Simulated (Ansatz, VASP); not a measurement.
# One calculation of Sn, two programs

INCAR

```
SYSTEM = Sn
PREC = Accurate ; ENCUT = 520
EDIFF = 1E-7 ; ISMEAR = -1
SIGMA = 0.1 ; LREAL = .FALSE.
LASPH = .TRUE. ; NELM = 60
ALGO = Normal ; ISIF = 2
LWAVE = .FALSE. ; LCHARG = .FALSE.
GGA = RE ; NBANDS = 13
```

The input KPOINTS:

```
Automatic mesh
0
G
  13 13 13
  0 0 0
```

The input POSCAR:

```
Sn
1.0
    0.0000000000      2.3624324379      2.3624324379
    2.3624324379      0.0000000000      2.3624324379
    2.3624324379      2.3624324379      0.0000000000
Sn
1
Direct
    0.0000000000      0.0000000000      0.0000000000
```

Input for Ansatz:

```yaml
crystal:
  lattice:
    - [0.0, 2.3624324379, 2.3624324379]
    - [2.3624324379, 0.0, 2.3624324379]
    - [2.3624324379, 2.3624324379, 0.0]
  atoms:
    - { symbol: Sn, position: [0.0, 0.0, 0.0] }
hamiltonian:
  xc: revpbe
  pseudopotentials:
    kind: paw
    azcp:
      Sn: "pseudopotentials/Sn.paw.azcp"
basis:
  ecutwfc: 420
  fft_grid_basis: typed
kpoints:
  mp_grid: { grid: [13, 13, 13], shift: [0, 0, 0] }
magnetization:
  spin_polarized: false
scf:
  occupations: { method: fermi_dirac, width: 0.1 }
  lower_state_search: "off"
output:
  stress: true
```

Alike in both runs: task single point; functional revPBE; k mesh 13 × 13 × 13; occupations fermi-dirac, width 0.1 eV; no spin polarisation.

|  | VASP | Ansatz |
| --- | --- | --- |
| version | VASP 6.6.1 | Ansatz 0.2.0 |
| potentials or method | VASP PAW PBE potentials, release 64 (Sn_d) | plane waves (420 eV) with PAW, scalar-relativistic |
| plane-wave cutoff (eV) | 520 | 420 |
| valence electrons in the cell | 14 | 14 |

Ansatz gave:

| Item | Value |
| --- | --- |
| pressure (GPa) | 4.3 |

Task: Which values does VASP return?

Result: Pressure (GPa): 4.2.

Caveats: the PAW data sets were made with another functional, which shifts forces and pressure a little (VASP).
